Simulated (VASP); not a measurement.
# AlN (P6_3mc) in VASP: notebook, part 2 of 2

VASP 6.6.1. The steps go on from the part before.

### 5 Relaxation of cell and atoms, AM05

The input, INCAR:

```
SYSTEM = AlN
ALGO = Normal ; EDIFF = 1E-6
EDIFFG = -0.01 ; ENCUT = 600
GGA = AM ; IBRION = 2
ISIF = 3 ; ISMEAR = 0
LASPH = .TRUE. ; LCHARG = .FALSE.
LREAL = .FALSE. ; LWAVE = .FALSE.
NELM = 80 ; NSW = 90
PREC = Accurate ; SIGMA = 0.03
```

The input, KPOINTS:

```
k-points
0
G
  12 12 6
  0 0 0
```

The input, POSCAR:

```
AlN
1.0
    3.1130000000      0.0000000000      0.0000000000
   -1.5565000000      2.6959370820      0.0000000000
    0.0000000000      0.0000000000      4.9810000000
Al N
2 2
Direct
    0.3333333333      0.6666666667      0.0000000000
    0.6666666667      0.3333333333      0.5000000000
    0.3333333333      0.6666666667      0.3800000000
    0.6666666667      0.3333333333      0.8800000000
```

Potentials or basis: VASP PAW PBE potentials, release 64 (Al, N).

Launch:

```
$ cat potpaw_PBE.64/Al/POTCAR potpaw_PBE.64/N/POTCAR > POTCAR
$ mpirun -np 1 vasp_std > vasp.out
```

OUTCAR:

```text
SYSTEM = AlN
   EDIFF = 1E-6
   EDIFFG = -0.01
   ENCUT = 600
   GGA = AM
   IBRION = 2
   ISIF = 3
   ISMEAR = 0
   LASPH = .TRUE.
   LREAL = .FALSE.
   NELM = 80
   NSW = 90
   PREC = Accurate

 ion  position               nearest neighbor table
   1  0.333  0.667  0.000-   3 1.89   4 1.89   4 1.89   4 1.89   2 3.07   2 3.07   2 3.07   2 3.07
                             2 3.07   2 3.07
   2  0.667  0.333  0.500-   4 1.89   3 1.89   3 1.89   3 1.89   1 3.07   1 3.07   1 3.07   1 3.07
                             1 3.07   1 3.07
   3  0.333  0.667  0.380-   1 1.89   2 1.89   2 1.89   2 1.89
   4  0.667  0.333  0.880-   2 1.89   1 1.89   1 1.89   1 1.89

  LATTYP: Found a hexagonal cell.
 ALAT       =     3.1130000000
 C/A-ratio  =     1.6000642467

  Lattice vectors:

 A1 = (   3.1130000000,   0.0000000000,   0.0000000000)
 A2 = (  -1.5565000000,   2.6959370820,   0.0000000000)
 A3 = (   0.0000000000,   0.0000000000,   4.9810000000)

Analysis of symmetry for initial positions (statically):
=====================================================================
 Subroutine PRICEL returns:
 Original cell was already a primitive cell.

 Routine SETGRP: Setting up the symmetry group for a
 hexagonal supercell.

 Subroutine GETGRP returns: Found 12 space group operations
 (whereof  6 operations were pure point group operations)
 out of a pool of 24 trial point group operations.

[... 321 lines left out ...]
--------------------------------------- Ionic step        5  -------------------------------------------

 number of electron      15.9999999 magnetization

 Free energy of the ion-electron system (eV)
  ---------------------------------------------------
  ext. energy  EPLUGINS =         0.00000000
  ---------------------------------------------------
  free energy    TOTEN  =       -30.56765669 eV

  energy without entropy =      -30.56765669  energy(sigma->0) =      -30.56765669

 E-fermi :   6.2779     XC(G=0): -11.0397

 val. band max:        6.1098979593   @ k =   0.0000   0.0000   0.0000
 cond. band min:      10.2945048385   @ k =   0.0000   0.0000   0.0000
 fundamental gap:      4.1846068792
 Fermi energy:         6.2779186064

 k-point     1 :       0.0000    0.0000    0.0000
  band No.  band energies     occupation
      1      -9.0261      2.00000
      2      -6.8364      2.00000
      3       0.0650      2.00000
      4       5.2233      2.00000
      5       5.2233      2.00000
      6       5.8791      2.00000
      7       5.8791      2.00000
      8       6.1099      2.00000
      9      10.2945      0.00000
     10      12.7080      0.00000
     11      16.6342      0.00000
     12      17.1520      0.00000
[... 331 lines left out ...]
 k-point    24 :       0.3333    0.0000    0.1667
  band No.  band energies     occupation
      1      -7.6844      2.00000
      2      -6.4246      2.00000
      3       1.1578      2.00000
      4       2.1386      2.00000
      5       2.7445      2.00000
      6       4.3091      2.00000
      7       5.3072      2.00000
      8       5.4357      2.00000
      9      11.8707      0.00000
     10      12.6617      0.00000
     11      14.5313      0.00000
     12      16.1959      0.00000

 [... further k-points ...]
[... 5 lines left out ...]
  --------------------------------------------------------------------------------------
  -------------------------------------------------------------------------------------
  Total        0.0078825      0.0078825      0.0014105      0.0000000     -0.0000000      0.0000000
  in kB        0.3021275      0.3021275      0.0540627      0.0000000     -0.0000000      0.0000000
  external PRESSURE =       0.2194392 kB  Pullay stress =       0.0000000 kB
[... 19 lines left out ...]
  FREE ENERGIE OF THE ION-ELECTRON SYSTEM (eV)
  ---------------------------------------------------
  free  energy   TOTEN  =       -30.5676566855 eV

  energy  without entropy=      -30.5676566855  energy(sigma->0) =      -30.56765669

 reached required accuracy - stopping structural energy minimisation
```

Wall time 66 s (1 thread of Intel Xeon Platinum 8488C (Sapphire Rapids), shared host); peak memory 0.19 GiB.

Results:

```
Free energy               : -30.5677 eV
Energy gained by relaxing : 0.3 meV/atom
Ionic steps               : 5
Pressure after relaxing   : 0.0 GPa
Band gap on the k mesh    : 4.18 eV, direct
```

Step by step:
| step | energy change (eV) | largest force (eV/Å) | pressure (GPa) | volume (Å³) |
| --- | --- | --- | --- | --- |
| 1 | 0.0000 | 0.1345 | 0.08 | 41.80 |
| 2 | -0.0003 | 0.0825 | -0.09 | 41.83 |
| 3 | -0.0012 | 0.0158 | -0.03 | 41.82 |
| 4 | -0.0014 | 0.0071 | 0.00 | 41.81 |
| 5 | -0.0014 | 0.0001 | 0.02 | 41.80 |

Final structure:
```cif
data_structure
_symmetry_space_group_name_H-M 'P 1'
_symmetry_Int_Tables_number 1
_cell_length_a 3.1132
_cell_length_b 3.1132
_cell_length_c 4.9801
_cell_angle_alpha 90.000
_cell_angle_beta 90.000
_cell_angle_gamma 120.000
_cell_volume 41.80
loop_
_atom_site_label
_atom_site_type_symbol
_atom_site_fract_x
_atom_site_fract_y
_atom_site_fract_z
_atom_site_occupancy
Al1 Al 0.33333 0.66667 0.99893 1
Al2 Al 0.66667 0.33333 0.49893 1
N1 N 0.33333 0.66667 0.38107 1
N2 N 0.66667 0.33333 0.88107 1
```

Caveat: the PAW data sets were made with another functional, which shifts forces and pressure a little. As with any semilocal functional, this AM05 gap is likely too small.

### 6 Relaxation of cell and atoms, AM05

INCAR, as its differences from that of step 5:

```diff
@@ -1,4 +1,4 @@
 SYSTEM = AlN
-ALGO = Normal ; EDIFF = 1E-6
-EDIFFG = -0.01 ; ENCUT = 600
+ALGO = Normal ; EDIFF = 1E-7
+EDIFFG = -0.005 ; ENCUT = 600
 GGA = AM ; IBRION = 2
```

KPOINTS is that of step 5.

The input, POSCAR:

```
AlN                                     
1.0
    3.1132161447      0.0000000000      0.0000000000
   -1.5566080724      2.6961242688     -0.0000000000
    0.0000000000     -0.0000000000      4.9800567730
  Al              N             
     2     2
Direct
     0.3333333332999970    0.6666666667000030    0.9989273989889208
     0.6666666667000030    0.3333333332999970    0.4989273989889206
     0.3333333332999970    0.6666666667000030    0.3810726010110819
     0.6666666667000030    0.3333333332999970    0.8810726010110818
```

Potentials or basis: VASP PAW PBE potentials, release 64 (Al, N).

Launch:

```
$ cat potpaw_PBE.64/Al/POTCAR potpaw_PBE.64/N/POTCAR > POTCAR
$ mpirun -np 1 vasp_std > vasp.out
```

Run time: 27 s. Hardware: 1 thread of Intel Xeon Platinum 8488C (Sapphire Rapids), shared host; peak memory 0.2 GiB.

It converged, with:

* Free energy: -30.5677 eV
* Pressure after relaxing: 0.0 GPa
* Band gap on the k mesh: 4.18 eV, direct

Final structure:
```
Al N
1.0
     3.11322    0.00000    0.00000
    -1.55661    2.69612    0.00000
     0.00000    0.00000    4.98006
Al N
2 2
Direct
  0.33333 0.66667 0.99893
  0.66667 0.33333 0.49893
  0.33333 0.66667 0.38107
  0.66667 0.33333 0.88107
```

Levels at points of the mesh, in eV from the valence-band top:
```
           k point  band 6  band 7  band 8  band 9  band 10  band 11
(0.00, 0.00, 0.00)   -0.23   -0.23    0.00    4.18     6.60    10.52
(0.50, 0.00, 0.00)   -2.12   -1.81   -0.71    5.70     5.70     8.12
(0.00, 0.00, 0.50)   -0.57   -0.57   -0.57    6.42     6.42    10.23
(0.50, 0.00, 0.50)   -1.49   -1.38   -1.38    5.21     5.21     9.15
```

Caveat: the relaxation stopped at its first step, so nothing moved; the PAW data sets were made with another functional, which shifts forces and pressure a little. AM05 gaps usually lie below the measured ones, often by a third to a half.

### 7 Summary

```tsv
level	gap on the mesh (eV)	pressure (GPa)	relaxed volume (Å³/atom)
PBEsol	4.12	0.0	10.45
PBE	4.06	0.0	10.62
AM05	4.18	0.0	-
```

Alike in all rows: task relaxation of cell and atoms; potentials or basis VASP PAW PBE potentials, release 64 (Al, N); no spin polarisation; cell relaxed; k mesh 12 × 12 × 6; cutoff (eV) 600; smearing gaussian 0.03 eV.

Caveats: the PAW data sets were made with another functional, which shifts forces and pressure a little (some runs); the relaxation stopped at its first step, so nothing moved (some runs).

Total energies depend on the potentials used, so only differences within one code and one set of settings carry meaning.
